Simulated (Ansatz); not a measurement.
System: CuCl (zinc blende type), 2 atoms in the cell.

```yaml
crystal:
  lattice:
    - [0.00000, 2.71000, 2.71000]
    - [2.71000, 0.00000, 2.71000]
    - [2.71000, 2.71000, 0.00000]
  atoms:
    - { symbol: Cu, position: [0.00000, 0.00000, 0.00000] }
    - { symbol: Cl, position: [0.25000, 0.25000, 0.25000] }
```
Lattice in Å, positions in fractions of it.

Code and potentials: Ansatz all-electron PAW datasets made for this crystal, 300 eV. Settings: k-mesh 6×6×6 Γ-centred; Fermi–Dirac smearing of 0.02 eV; no spin polarisation. For HSE06: exchange singularity: regularized.

Plain PBE gives:

```
Pressure        : 0.15 GPa
Gap on the mesh : 0.53 eV
```

Problem. What changes under HSE06 (340 eV)?

Solution. The pressure goes up by 0.64 GPa to 0.79 GPa; the gap goes up by 1.83 eV to 2.36 eV.

Problem. What changes under r²SCAN?

Solution. The pressure decreases by 2.03 GPa to -1.88 GPa; the gap rises by 0.36 eV to 0.89 eV.

The stress includes the program's correction for the finite plane-wave basis.

Semilocal functionals give gaps that mostly lie well below measured ones.
